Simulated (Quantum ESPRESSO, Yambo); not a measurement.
# CdSe (F-43m): G0W0 with Yambo, start to end, part 2 of 3

How does a plane-wave GW calculation on CdSe (F-43m) run from the first input to the gap?

Quantum ESPRESSO 7.5 and Yambo 5.3.0; PBE and many-body steps on it, plane waves. Known limits of the many-body steps: not at the basis limit; no spin-orbit coupling; coarse k mesh.

So far. Step 2 (Ground state): The gap is direct, at Γ. Step 3 (Bands along the symmetry lines): The gap is 0.551 eV, as in the run before at this level.

## 4. Empty states on the mesh, 4×4×4 mesh, 107 bands

Level of this step: DFT, PBE, plane waves, norm-conserving pseudopotentials (Quantum ESPRESSO).

The sums over transitions need many empty states on a uniform mesh; this step solves for them.

pw.in reads:

```
&control
  calculation = 'nscf'
  prefix = 'x'
  outdir = 'o'
  pseudo_dir = 'pseudo'
/
&system
  ibrav = 0
  nat = 2
  ntyp = 2
  ecutwfc = 104.0
  nbnd = 107
  force_symmorphic = .true.
/
&electrons
  conv_thr = 1e-9
  electron_maxstep = 80
  diago_full_acc = .true.
  diago_thr_init = 5e-6
/
ATOMIC_SPECIES
  Cd 112.41 Cd.upf
  Se 78.971 Se.upf
CELL_PARAMETERS angstrom
  -0.0000000000 3.0702711986 3.0702711986
  3.0702711986 -0.0000000000 3.0702711986
  3.0702711986 3.0702711986 -0.0000000000
ATOMIC_POSITIONS crystal
  Cd 0.0000000000 0.0000000000 0.0000000000
  Se 0.7500000000 0.7500000000 0.7500000000
K_POINTS automatic
  4 4 4 0 0 0
```

Run with:

```
> OMP_NUM_THREADS=1 mpirun -n 4 pw.x -nk 4 -in pw.in > pw.out
```

Output:

```text
[banner, memory and clock lines left out]
Program PWSCF v.7.5 starts

     Atomic positions and unit cell read from directory:
     o/x.save/

     Message from routine setup:
     using ibrav=0 with symmetry is DISCOURAGED, use correct ibrav instead

     G-vector sticks info

     bravais-lattice index     =            0
     lattice parameter (alat)  =       8.2052  a.u.
     unit-cell volume          =     390.6221 (a.u.)^3
     number of atoms/cell      =            2
     number of atomic types    =            2
     number of electrons       =        44.00
     number of Kohn-Sham states=          107
     kinetic-energy cutoff     =     104.0000  Ry
     charge density cutoff     =     416.0000  Ry
     Exchange-correlation= PBE
                           (   1   4   3   4   0   0   0)

     celldm(1)=   8.205227  celldm(2)=   0.000000  celldm(3)=   0.000000
     celldm(4)=   0.000000  celldm(5)=   0.000000  celldm(6)=   0.000000

     crystal axes: (cart. coord. in units of alat)
               a(1) = (  -0.000000   0.707107   0.707107 )
               a(2) = (   0.707107  -0.000000   0.707107 )
               a(3) = (   0.707107   0.707107  -0.000000 )

     reciprocal axes: (cart. coord. in units 2 pi/alat)
               b(1) = ( -0.707107  0.707107  0.707107 )
               b(2) = (  0.707107 -0.707107  0.707107 )
               b(3) = (  0.707107  0.707107 -0.707107 )
     Pseudo is Norm-conserving + core correction, Zval = 20.0
     Generated using ONCVPSP code by D. R. Hamann
     Using radial grid of 1368 points,  6 beta functions with:
     Pseudo is Norm-conserving + core correction, Zval = 24.0
     Generated using ONCVPSP code by D. R. Hamann
     Using radial grid of 1214 points,  6 beta functions with:
     Cd               20.00   112.41000     Cd( 1.00)
     Se               24.00    78.97100     Se( 1.00)

     24 Sym. Ops. (no inversion) found

   Cartesian axes

     site n.     atom                  positions (alat units)
         1        Cd     tau(   1) = (   0.0000000   0.0000000   0.0000000  )
         2        Se     tau(   2) = (   1.0606602   1.0606602   1.0606602  )

     number of k points=     8
                       cart. coord. in units 2pi/alat
        k(    1) = (   0.0000000   0.0000000   0.0000000), wk =   0.0312500
        k(    2) = (   0.1767767   0.1767767  -0.1767767), wk =   0.2500000
        k(    3) = (  -0.3535534  -0.3535534   0.3535534), wk =   0.1250000
[...]
k(    7) = (  -0.7071068   0.0000000   0.0000000), wk =   0.0937500
        k(    8) = (  -0.7071068   0.3535534   0.0000000), wk =   0.1875000

     Dense  grid:    55849 G-vectors     FFT dimensions: (  54,  54,  54)

     The potential is recalculated from file :
     o/x.save/charge-density

     Starting wfcs are   23 randomized atomic wfcs +   84 random wfcs

     Band Structure Calculation

     End of band structure calculation

          k = 0.0000 0.0000 0.0000 (  6879 PWs)   bands (ev):

  -199.3042-138.7801-138.7801-138.7801 -93.9630 -55.0239 -55.0239 -55.0239
   -38.9490 -38.9490 -38.9490 -38.9460 -38.9460  -4.7636  -0.1683  -0.1683
    -0.1683   0.1752   0.1752   7.6711   7.6711   7.6711   8.2221  13.6142
    13.6142  13.6142  17.3542  18.7414  18.7414  19.6931  19.6931  19.6931
[...]
79.0133  79.0133  79.3517

          k = 0.1768 0.1768-0.1768 (  7015 PWs)   bands (ev):

  -199.3042-138.7801-138.7801-138.7801 -93.9630 -55.0240 -55.0239 -55.0239
[...]
76.0126  77.7392  77.7392

          k =-0.3536-0.3536 0.3536 (  6958 PWs)   bands (ev):

  -199.3042-138.7801-138.7801-138.7801 -93.9630 -55.0242 -55.0240 -55.0240
[...]
64.6549  64.6549  65.7596  68.5601  68.7337  68.7337  70.3979  71.4989
    71.4989  72.2160  72.2705  72.3592  72.3592  74.5360  76.0149  76.0149
    77.1699  77.1699  78.2888

          k = 0.3536 0.0000 0.0000 (  7003 PWs)   bands (ev):

     [... further k-points ...]

     highest occupied, lowest unoccupied level (ev):     7.6711    8.2221

     XML data file, pseudopotentials, collected wavefunctions
```

It took 17 s on 4 MPI ranks of Arm Neoverse V1, shared host; peak memory 0.49 GiB.

Numbers from this step:

| Item | Value |
| --- | --- |
| gap | 0.5509 eV |
| k of the valence top | 0, 0, 0 |
| k of the conduction bottom | 0, 0, 0 |
| least direct gap | 0.5509 eV |
| k points computed | 8 |
| lowest point of the top converged band, above the valence top | 67.0077 eV |

On this mesh the gap is 0.551 eV.

## 5. Conversion and set-up

This step: Yambo 5.3.0; conversion and set-up on PBE, plane waves, norm-conserving pseudopotentials.

The states are converted to the many-body program's format and the q mesh is built.

Run with:

```
> (cd o/x.save; p2y > p2y.log; mv SAVE ../..); yambo > setup.log
```

Output:

```text
 Yambo, version 5.3.0

 [02] CORE Variables Setup
 =========================

  [02.01] Unit cells
  ==================

  Cell kind             :  FCC
  Atoms in the cell     :  Cd  Se
  number of Cd atoms    :  1
  number of Se atoms    :  1

  List of atomic masses
  Mass of Cd    :  112.4100
  Mass of Se    :  78.97100

  List of atomic coordinates    : [cc]
  Cd1       :  0.000000  0.000000  0.000000  order 1
  Se1       :  8.702958  8.702958  8.702958  order 2

  Alat factors          :  5.801972  5.801972  5.801972 [a.u.]
  Direct lattice volume :  390.6221 [a.u.]
  Direct lattice vectors:  A[ 1 ]  A[ 2 ]  A[ 3 ]
   A[ 1 ]: -0.000000  1.000000  1.000000  [iru]
  -0.000000  5.801972  5.801972  [cc]
   A[ 2 ]:  1.000000 -0.000000  1.000000  [iru]
   5.801972 -0.000000  5.801972  [cc]
   A[ 3 ]:  1.000000  1.000000 -0.000000  [iru]
   5.801972  5.801972 -0.000000  [cc]

  Recip. lattice volume :  0.635013 [a.u.]
  Recip. lattice vectors:  B[ 1 ]  B[ 2 ]  B[ 3 ]
   B[ 1 ]: -0.500000  0.500000  0.500000  [iku]
  -0.541470  0.541470  0.541470  [cc]
   B[ 2 ]:  0.500000 -0.500000  0.500000  [iku]
   0.541470 -0.541470  0.541470  [cc]
   B[ 3 ]:  0.500000  0.500000 -0.500000  [iku]
   0.541470  0.541470 -0.541470  [cc]

  [02.02] Symmetries
  ==================

  Inversion symmetry    : yes
  Spatial inversion     : no
  Inversion index       :  25
  K-space Time-reversal : yes
  Magnetic symmetries   : no
  Time-reversal derived K-space symmetries:   25   48
  Group table correct   : yes
  Symmetries units      :  [cc]

   [S  1]:   1.0000     -0.58858E-17 -0.58858E-17 -0.58858E-17   1.0000      0.58858E-17  0.58858E-17  0.58858E-17   1.0000
   [S  2]:  -1.0000      0.58858E-17 -0.58858E-17  0.58858E-17  -1.0000      0.58858E-17 -0.58858E-17 -0.58858E-17   1.0000
   [S  3]:  -1.0000     -0.58858E-17  0.58858E-17  0.58858E-17   1.0000     -0.58858E-17 -0.58858E-17  0.58858E-17  -1.0000
[...]
[S  9]: -0.58858E-17   1.0000     -0.58858E-17  0.58858E-17 -0.58858E-17   1.0000       1.0000      0.58858E-17  0.58858E-17
   [S 10]: -0.58858E-17  -1.0000      0.58858E-17  0.58858E-17  0.58858E-17  -1.0000       1.0000     -0.58858E-17 -0.58858E-17
     [... 36 further rows ...]
   [S*47]:   1.0000     -0.58858E-17  0.58858E-17 -0.58858E-17  0.58858E-17  -1.0000      0.58858E-17   1.0000     -0.58858E-17
   [S*48]:   1.0000      0.58858E-17 -0.58858E-17 -0.58858E-17 -0.58858E-17   1.0000      0.58858E-17  -1.0000      0.58858E-17

  [02.03] Reciprocal space
  ========================

  nG shells         :   475
  nG charge         :   55849
  nG WFs            :   8326
  nC WFs            :   7046
  G-vecs. in first 47 shells:  [ Number ]
     1    9   15   27   51   59   65   89  113
    137   169   181   229   259   283   307   331   339
    387   411   459   531   537   561   609   645   701
[...]
1639  1687
  ...
[...]
K/Q-points units:
  rlu = crystal or reduced units; cc = cartesian coordinates; iku = interal k-units

  K [1]          [rlu]:  0.000000  0.000000  0.000000
         WF components:   6879
  K [2]          [rlu]: -0.74024E-17  0.64753E-17  0.25000
         WF components:   7015
  K [3]          [rlu]:  0.14805E-16 -0.12951E-16 -0.50000
         WF components:   6958
  K [4]          [rlu]: -0.67816E-17  0.25000      0.25000
         WF components:   7003
  K [5]          [rlu]:  0.19523E-17  0.25000     -0.50000
         WF components:   7006
  [... 2 further k-points ...]
  K [8]          [rlu]:  0.250000 -0.500000 -0.250000
         WF components:   6952

  [02.05] Energies & Occupations
  ==============================

  [X] === General ===
  [X] Electronic Temperature                        :  0.000000  0.000000 [eV K]
  [X] Bosonic    Temperature                        :  0.000000  0.000000 [eV K]
  [X] Finite Temperature mode                       : no
  [X] El. density                                   :  0.76014E+24 [cm-3]
  [X] Fermi Level                                   :  7.671117 [eV]

  [X] === Gaps and Widths ===
  [X] Conduction Band Min                           :  0.550945 [eV]
  [X] Valence Band Max                              :  0.000000 [eV]
  [X] Filled Bands                                  :  22
  [X] Empty Bands                                   :   23  107
  [X] Direct Gap                                    :  0.550945 [eV]
  [X] Direct Gap localized at k                     :  1
  [X] Indirect Gap                                  :  0.550945 [eV]
  [X] Indirect Gap between kpts                     :  1  1
  [X] Last valence band width                       :  2.085450 [eV]
  [X] 1st conduction band width                     :  4.360734 [eV]

  E @ K [1]:  [eV]
  -206.9753 -146.4512 -146.4512 -146.4512 -101.6341  -62.6950  -62.6950  -62.6950
  -46.62014 -46.62014 -46.62014 -46.61715 -46.61715 -12.43475  -7.83937  -7.83937
   -7.8394      -7.4959      -7.4959     -0.23716E-09 -0.15357E-09   0.0000      0.55094       5.9431
[...]
occ @ K [1]
[...]
E @ K [2]:  [eV]
[...]
occ @ K [2]
[...]
E @ K [3]:  [eV]
[...]
occ @ K [3]
[...]
E @ K [4]:  [eV]
[...]
occ @ K [4]
[...]
E @ K [5]:  [eV]
[...]
occ @ K [5]
[...]
[... 2 further k-points ...]
  E @ K [8]:  [eV]
[...]
occ @ K [8]
[...]
0.000000  0.000000  0.000000  0.000000  0.000000  0.000000  0.000000  0.000000
   0.000000  0.000000  0.000000  0.000000  0.000000  0.000000  0.000000  0.000000

 [03] Transferred momenta grid and indexing
 ==========================================

 IBZ Q-points                                      :   8
 BZ  Q-points                                      :   64

 K/Q-points units:
 rlu = crystal or reduced units; cc = cartesian coordinates; iku = interal k-units

 Q [1]          [rlu]:  0.000000  0.000000  0.000000
 Q [2]          [rlu]: -0.74024E-17  0.64753E-17  0.25000
 Q [3]          [rlu]:  0.14805E-16 -0.12951E-16 -0.50000
[...]
Q [7]          [rlu]:  0.13563E-16 -0.50000     -0.50000
 Q [8]          [rlu]:  0.250000 -0.500000 -0.250000

  [03.01] X indexes
  =================

   [03.01.01] Sigma indexes
   ========================

 [06] Game Over & Game summary
```

Run time: 3.4 s. Hardware: 1 MPI rank; peak memory 0.26 GiB.

(Continued in part 3 of 3.)

[Paths, hosts, dates, memory and timing lines, banners, echoed tables and standing remarks are left out of the program output.]

[Logs are printed without paths, hosts, clocks, repeated set-up lines and the standing remarks that a program may print on its own settings, such as how far it seeks lower states.]

[Runs of the session that timed out or met a known fault of the program may be left out.]

[Hosts, paths, dates, database ids (printed as entryN), source tags and the programs' standing remarks are cut or masked in the printed files.]
